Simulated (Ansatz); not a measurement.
# AlNi3 (Pm-3m) in Ansatz: reference runs

How does AlNi3 come out in PBEsol? The cell is run as given and disturbed.

All numbers are computed with Ansatz 0.2.0; they aren't measurements. Logs are shortened: lines on timing, memory, paths and dates and some standing lists are left out, and cuts for length are marked.

## (1) The crystal as given

Symmetry: Pm-3m, No. 221, cubic system. The conventional cell has a = 3.523 Å, b = 3.523 Å, c = 3.523 Å, α = 90.00°, β = 90.00°, γ = 90.00°. Around Ni (site symmetry 4/mmm) lie 8 Ni at 2.49 Å and 4 Al at 2.49 Å. Around Al (site symmetry m-3m) lie 12 Ni at 2.49 Å.

The cell is a database's computed one.

## (2) Single point, PBEsol, collinear spin, ferromagnetic start

Input file input.yaml:

```yaml
crystal:
  lattice:
    - [3.5230547267, 0.0, 0.0]
    - [0.0, 3.5230547267, 0.0]
    - [0.0, 0.0, 3.5230547267]
  atoms:
    - { symbol: Ni, position: [0.5, 0.5, 0.0], spin: 1.0 }
    - { symbol: Ni, position: [0.5, 0.0, 0.5], spin: 1.0 }
    - { symbol: Ni, position: [0.0, 0.5, 0.5], spin: 1.0 }
    - { symbol: Al, position: [0.0, 0.0, 0.0] }
kpoints:
  mp_grid: { grid: [8, 8, 8] }
scf:
  occupations: { method: fermi_dirac, width: 0.05 }
hamiltonian:
  xc: pbesol
  pseudopotentials: { kind: all_electron, lapw: { basis_error: 0.001 } }
magnetization:
  spin_polarized: true
output:
  forces: true
  stress: true
  eigenvalues: true
  populations: true
```

Potentials or basis: all-electron LAPW, scalar-relativistic.

Command:

```
$ ansatz run input.yaml --threads 4 --pin off --max-ram 12288MiB --backend cpu --events-out ev --progress --plain --runs-dir out
```

The program printed:

```text
Warning: RAYON_NUM_THREADS=4 ignored (pool sized by the plan → 4); use --threads N
Ni: projections on atomic orbitals take those of the free atom 1s2 2s2 2p6 3s2 3p6 3d8 4s2, of charge +0.00 (hamiltonian.pseudopotentials.projection_atoms)
Al: projections on atomic orbitals take those of the free atom 1s2 2s2 2p6 3s2 3p1, of charge +0.00 (hamiltonian.pseudopotentials.projection_atoms)
LAPW: plane waves up to 9.014 Å⁻¹, error target 1.0e-3 eV per atom; small_component_spin mean_spin; Al in spheres of 1.246 Å, 11 of its electrons in bands, Dirac shells []; Ni in spheres of 1.246 Å, 18 of its electrons in bands, Dirac shells [] (how accurate: hamiltonian.pseudopotentials.lapw.basis_error, Limitations)
Engine: ansatz 0.2.0, aarch64-unknown-linux-gnu
Pseudopotentials: kind: all_electron
Pseudopotential: Ni, LAPW, valence charge 18, lapw/all_electron/scalar/gaussian/Ni, Koelling and Harmon's equation, gaussian nucleus
Pseudopotential: Al, LAPW, valence charge 11, lapw/all_electron/scalar/gaussian/Al, Koelling and Harmon's equation, gaussian nucleus
Functional definition: PBEsol
  exchange = pbesol_x
  correlation = pbesol_c
Crystal: 4 atoms, lattice volume = 43.728 Å³
Basis set: ecut = 309.5673457050874 eV, 515 PW (Γ), exchange–correlation at level 2
Bands: 41, of which v1, the nominal top of the filled ones, is band 33 counted from 1 (32 counted from 0)
Symmetry: 48 space group operations
Space group: Pm-3m (ITA 221), of the structure as read, at distance tolerance 3.5e-5 Å
Magnetic group: BNS 221.92 (UNI 1594), of the structure as read, at distance tolerance 3.5e-5 Å
k-points: 35 of 512
Non-local potential: Ni, projectors of the file, none
Non-local potential: Al, projectors of the file, none
Initial density: superposition of atomic densities (chi_scale 0.1, normalization cell)
Starting moments: Σ|m| = 3 μB on 3 of 4 sites
Initial wavefunctions: plane waves of lowest kinetic energy (no species holds an atomic orbital)
Functional: x = pbesol(κ = 0.804, μ = 0.12345679012345678), c = pbesol(β = 0.046)
iter 1 solved again at ethr=8.07e-4 eV; its pass at ethr=1.00e-1 eV (dr2=5.25e-1 eV) is discarded
SCF iter   1: F=—  HF=-130641.104782 eV  |F-HF|=—  |Δ(HF+E_count)|=         —  Δρ=3.86e-2 (↑2.75e-2 ↓3.86e-2)  dr2=5.24e-1  dr2_m=3.89e-1  M=0.807 μB ∫|m|=0.959 μB  β_m=0.30  ethr=8.07e-4  ⟨swp⟩=2.1  Hψ=20742  notcnv=0
Mixer restart at iter 1: flushing history
preconditioner: auto → Kerker (q_TF=auto, 2.915 Å⁻¹)  [metal: Δε(μ)=0.023 eV  Ē_g=9.349 eV  σ=0.050 eV  W_gap=0.12  n_scr=18 (ndim 8)  ℏωp=32.3 eV  f_vac=0.000  D(μ)=3.21/eV (n_scr^D=32)]
spin=Collinear: Kerker preconditioning applied to the charge; magnetization (m = ρ↑ − ρ↓) channel mixes plain (no charge-response kernel on spin).
SCF iter   2: F=—  HF=-130640.937630 eV  |F-HF|=—  |Δ(HF+E_count)|=   1.67e-1  Δρ=2.68e-2 (↑1.99e-2 ↓2.68e-2)  dr2=2.70e-1  dr2_m=1.93e-1  M=0.796 μB ∫|m|=0.955 μB  β_m=0.63  ethr=8.07e-4  ⟨swp⟩=2.0  Hψ=8589  notcnv=0
SCF iter   3: F=—  HF=-130641.139168 eV  |F-HF|=—  |Δ(HF+E_count)|=   2.02e-1  Δρ=1.20e-2 (↑7.00e-3 ↓1.20e-2)  dr2=2.38e-1  dr2_m=6.68e-3  M=0.606 μB ∫|m|=0.757 μB  β_m=0.46  ethr=4.15e-4  ⟨swp⟩=2.3  Hψ=8651  notcnv=0
iter 4 solved again at ethr=2.90e-5 eV; its pass at ethr=3.66e-4 eV (dr2=1.89e-2 eV) is discarded
SCF iter   4: F=—  HF=-130640.740796 eV  |F-HF|=—  |Δ(HF+E_count)|=   3.98e-1  Δρ=2.34e-3 (↑2.19e-3 ↓2.34e-3)  dr2=1.88e-2  dr2_m=7.82e-6  M=0.674 μB ∫|m|=0.837 μB  β_m=0.73  ethr=2.90e-5  ⟨swp⟩=2.0  Hψ=14456  notcnv=0
SCF iter   5: F=—  HF=-130640.741701 eV  |F-HF|=—  |Δ(HF+E_count)|=         —  Δρ=1.40e-3 (↑1.39e-3 ↓1.40e-3)  dr2=7.48e-3  dr2_m=3.20e-6  M=0.663 μB ∫|m|=0.818 μB  β_m=0.86  ethr=2.90e-5  ⟨swp⟩=2.0  Hψ=8052  notcnv=0
the basis was enlarged: its passes take 1003.2 KiB over the memory plan, 4 of 4 planned eigensolver slots
SCF iter   6: F=—  HF=-130640.740591 eV  |F-HF|=—  |Δ(HF+E_count)|=   1.11e-3  Δρ=5.50e-4 (↑5.50e-4 ↓4.45e-4)  dr2=9.60e-4  dr2_m=5.84e-6  M=0.663 μB ∫|m|=0.812 μB  β_m=0.93  ethr=1.15e-5  ⟨swp⟩=2.0  Hψ=8053  notcnv=0
SCF iter   7: F=—  HF=-130640.740310 eV  |F-HF|=—  |Δ(HF+E_count)|=   2.81e-4  Δρ=9.59e-5 (↑9.59e-5 ↓7.52e-5)  dr2=2.92e-5  dr2_m=1.12e-7  M=0.667 μB ∫|m|=0.816 μB  β_m=0.88  ethr=1.48e-6  ⟨swp⟩=2.0  Hψ=8052  notcnv=0
SCF iter   8: F=—  HF=-130640.740287 eV  |F-HF|=—  |Δ(HF+E_count)|=   2.30e-5  Δρ=1.80e-5 (↑1.48e-5 ↓1.80e-5)  dr2=3.07e-7  dr2_m=2.98e-8  M=0.668 μB ∫|m|=0.818 μB  β_m=0.86  ethr=4.49e-8  ⟨swp⟩=2.0  Hψ=8052  notcnv=0
SCF iter   9: F=—  HF=-130640.740287 eV  |F-HF|=—  |Δ(HF+E_count)|=   2.96e-7  Δρ=8.85e-6 (↑6.58e-6 ↓8.85e-6)  dr2=6.33e-8  dr2_m=9.68e-9  M=0.669 μB ∫|m|=0.819 μB  β_m=0.93  ethr=4.72e-10  ⟨swp⟩=2.1  Hψ=8071  notcnv=0
SCF iter  10: F=—  HF=-130640.740287 eV  |F-HF|=—  |Δ(HF+E_count)|=   2.81e-8  Δρ=2.22e-6 (↑1.44e-6 ↓2.22e-6)  dr2=2.99e-9  dr2_m=7.37e-10  M=0.669 μB ∫|m|=0.820 μB  β_m=0.97  ethr=9.74e-11  ⟨swp⟩=2.5  Hψ=8092  notcnv=0
SCF iter  11: F=-130640.740287 eV  HF=-130640.740287 eV  |F-HF|=1.47e-9  |Δ(HF+E_count)|=  6.69e-10  Δρ=4.98e-7 (↑4.28e-7 ↓4.98e-7)  dr2=4.36e-10  dr2_m=1.79e-12  M=0.669 μB ∫|m|=0.820 μB  ethr=4.59e-12  ⟨swp⟩=2.1  Hψ=8067  notcnv=0
SCF 1 converged in 11 iterations: F = -130640.740287 eV  dr2 = 4.36e-10
SCF converged after 11 iterations
Magnetization: 0.6689 μB (32.8345 up, 32.1655 down)
Absolute magnetization: 0.8198 μB (∫|ρ↑−ρ↓|)
Spin contamination: 0.0111 ħ² per cell (⟨S²⟩ above its minimum at these occupations)
Per-site moments (μB) at R_I (Å): [(0.24075507240737792, 1.2455879253097315), (0.24075507240737792, 1.2455879253097315), (0.24075507240737792, 1.2455879253097315), (-0.02039960074942737, 1.2455879253097315)]
Free energy (F): -130640.740287 eV
Harris-Foulkes:  -130640.740287 eV  (|F-HF|=1.47e-9)
Internal energy: -130640.709672 eV  (E = F + TS)
E sigma→0 (E₀):  -130640.724979 eV
Entropy (-TS):   -0.030615 eV (-7.654 meV/atom)
Fermi energy:    17.102255 eV
--- Per-component energies (eV) ---
  E_band       = -1308.401079
  E_kinetic    = 132624.560225
  E_xc         = -5582.892199
  E_electrostatic = -257682.377698  (all electrons and nuclei)
  E_smearing   = -0.030615  (= −TS)
  E_closure    = 0.000000  (closes the sum)
  E_atoms      = -130611.525176  (free atoms, spherical and without spin; not in F)
  Σ components = -130640.740287   (vs F -130640.740287, Δ=0.00e0)
  Basis errors (estimates in eV, not in F): energy 1.9e-4 per atom: plane waves 1.5e-4 (7.7e-5 summed), levels above the bands 2.8e-104, relativity 1.7e-8, radial functions 3.2e-5, core shells 5.4e-10; eigenvalues (radial functions only) 1.1e-6; not estimated: angular momenta, meshes, grids; target (lapw.basis_error) 1.0e-3; muffin-tin radii Al 1.246 Å, Ni 1.246 Å
--- Forces (eV/Å), atoms counted from 1 ---
  atom   1  Ni    -0.00000000    -0.00000000     0.00000000
  atom   2  Ni    -0.00000000     0.00000000     0.00000000
  atom   3  Ni    -0.00000000     0.00000000     0.00000000
  atom   4  Al     0.00000000     0.00000000     0.00000000
  max |Σ_I F_I| component: 8.87e-31 eV/Å
--- Stress (GPa, compression-positive) ---
       -0.700070      -0.000000       0.000000
       -0.000000      -0.700070       0.000000
        0.000000       0.000000      -0.700070
  P = ⅓ Tr σ = -0.7001 GPa (-7.001 kbar)
--- Band table (eV; the first three rows and the last of 70) ---
  k-point 0 ↑: bands = ["-85.7472", "-85.7130", "-85.7130", "-84.8075", "-46.5043", "-46.5043", "-46.5043", "-46.3322", "-46.3322", "-46.3322", "-46.2644", "-46.2644", "-46.2644", "-46.1903", "-46.1903", "-46.1903", "6.8738", "12.5813", "13.2839", "13.2839", "13.6576", "13.6576", "13.6576", "15.6908", "15.6908", "15.6908", "16.5565", "16.5565", "16.8722", "17.0675", "17.0675", "17.0675", "17.9173", "17.9173", "17.9173", "23.8126", "23.8126", "24.6771", "29.4952", "29.4952", "29.4952"]
  k-point 1 ↑: bands = ["-85.7460", "-85.7142", "-85.7130", "-84.8075", "-46.5029", "-46.5029", "-46.5021", "-46.3302", "-46.3302", "-46.3288", "-46.2652", "-46.2652", "-46.2646", "-46.1965", "-46.1928", "-46.1928", "7.0692", "12.6343", "13.1684", "13.4083", "13.6910", "13.6910", "13.7036", "15.5790", "15.5790", "15.6398", "16.4322", "16.5584", "16.6658", "16.6658", "16.7990", "17.0677", "17.2280", "18.5712", "18.5712", "23.7930", "24.2501", "25.4296", "28.5489", "28.5489", "28.9652"]
  k-point 2 ↑: bands = ["-85.7428", "-85.7173", "-85.7130", "-84.8076", "-46.4996", "-46.4996", "-46.4968", "-46.3253", "-46.3253", "-46.3184", "-46.2670", "-46.2670", "-46.2652", "-46.2138", "-46.1993", "-46.1993", "7.6450", "12.3522", "13.0814", "13.7485", "13.7820", "13.7820", "13.8264", "15.3109", "15.3109", "15.5050", "15.9070", "16.2307", "16.2307", "16.4328", "16.5117", "16.6350", "17.0681", "19.7306", "19.7306", "23.7378", "24.5163", "26.5182", "26.5182", "27.2075", "28.4710"]
  k-point 34 ↓: bands = ["-85.4179", "-85.4179", "-85.4179", "-84.8110", "-46.5028", "-46.5028", "-46.5028", "-46.0561", "-46.0561", "-46.0561", "-46.0391", "-45.9362", "-45.9362", "-45.9362", "-45.8474", "-45.8474", "11.3501", "13.1496", "13.1496", "13.1496", "14.9339", "14.9339", "14.9339", "15.2219", "15.2219", "15.2219", "15.9331", "15.9331", "15.9331", "16.2031", "16.2031", "16.7620", "17.2215", "17.2215", "17.2215", "20.8228", "21.4319", "21.4319", "21.4319", "35.5390", "35.5390"]
--- Löwdin populations: 4 sites ---
  site symbol       q [e]    m [muB]
     0     Ni     27.5786     0.2434
     1     Ni     27.5786     0.2434
     2     Ni     27.5786     0.2434
     3     Al     13.6875    -0.0381
  spilling = 0.005945 (of n_electrons = 97.000000)
```

Run time: 17 s. Hardware: 4 threads of Arm Neoverse V2, shared host; peak memory 0.7 GiB.

Results:

| Quantity | Value |
| --- | --- |
| Free energy | -130640.7403 eV |
| Pressure | -0.7 GPa |
| Band gap on the k mesh | none (metal or under the smearing width) |
| Net moment | 0.67 μB per cell |
| Absolute moment | 0.82 μB per cell |
| Site moments | Ni +0.24; Al -0.02 μB |
| Loewdin charges | Ni +0.42; Al -0.69 e |

Levels at points of the mesh, in eV from the Fermi level:
Spin up:
```csv
k point,band 29,band 30,band 31,band 32,band 33,band 34,band 35,band 36,band 37,band 38
"(0.00, 0.00, 0.00)",-0.23,-0.03,-0.03,-0.03,0.82,0.82,0.82,6.71,6.71,7.57
"(0.00, 0.00, -0.50)",-1.24,-1.20,-1.06,-0.49,-0.03,5.62,5.62,5.65,5.65,6.53
"(0.00, -0.50, -0.50)",-1.33,-1.24,-0.99,-0.97,-0.58,0.90,0.90,8.26,8.26,8.39
"(-0.50, -0.50, -0.50)",-1.32,-1.08,-1.08,-0.33,-0.22,-0.22,-0.22,3.63,4.14,4.14
```
Spin down:
| k point | band 30 | band 31 | band 32 | band 33 | band 34 | band 35 |
| --- | --- | --- | --- | --- | --- | --- |
| (0.00, 0.00, 0.00) | 0.35 | 0.35 | 0.35 | 0.79 | 0.79 | 0.79 |
| (0.00, 0.00, -0.50) | -0.96 | -0.84 | -0.30 | 0.36 | 5.67 | 5.67 |
| (0.00, -0.50, -0.50) | -1.12 | -0.79 | -0.63 | -0.45 | 1.17 | 1.17 |
| (-0.50, -0.50, -0.50) | -0.90 | -0.90 | -0.34 | 0.12 | 0.12 | 0.12 |

Caveat: the atomic charges don't sum to the cell's charge.

[end of part 1 of 2]
